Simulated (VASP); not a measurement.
The system is GaAs.

```
Ga As
1.0
     0.00000    2.69932    2.69932
     2.69932    0.00000    2.69932
     2.69932    2.69932    0.00000
Ga As
1 1
Direct
  0.00000 0.00000 0.00000
  0.50000 0.50000 0.50000
```

The cell was built by a generator and needn't be a form met in nature.

```yaml
Program: VASP 6.6.1
Task: relaxation of cell and atoms
Functional: r2SCAN
Potentials_or_basis: VASP PAW PBE potentials, release 64 (Ga_d, As)
Cutoff: 600 eV
k_mesh: 8 × 8 × 8
Occupations: fermi-dirac, width 0.02 eV
Spin: no spin polarisation
```

At the start: pressure -2.9 GPa; volume 19.67 Å³/atom.

Q: How do energy, volume and symmetry change on relaxing?

A: Over 4 steps the energy falls by 7.3 meV/atom and the volume is 18.92 Å³/atom (-3.8 %); space group Fm-3m (No. 225, to 0.05 Å).

Step by step:
| step | energy change (eV) | largest force (eV/Å) | pressure (GPa) | volume (Å³) |
| --- | --- | --- | --- | --- |
| 1 | 0.0000 | 0.0000 | -2.94 | 39.34 |
| 2 | -0.0129 | 0.0000 | 1.20 | 37.31 |
| 3 | -0.0147 | 0.0000 | 0.04 | 37.82 |
| 4 | -0.0147 | 0.0000 | -0.02 | 37.85 |

Final structure:
```yaml
crystal:
  lattice:
    - [0.00000, 2.66477, 2.66477]
    - [2.66477, 0.00000, 2.66477]
    - [2.66477, 2.66477, 0.00000]
  atoms:
    - { symbol: Ga, position: [0.00000, 0.00000, 0.00000] }
    - { symbol: As, position: [0.50000, 0.50000, 0.50000] }
```

Caveat: the PAW data sets were made with another functional, which shifts forces and pressure a little.
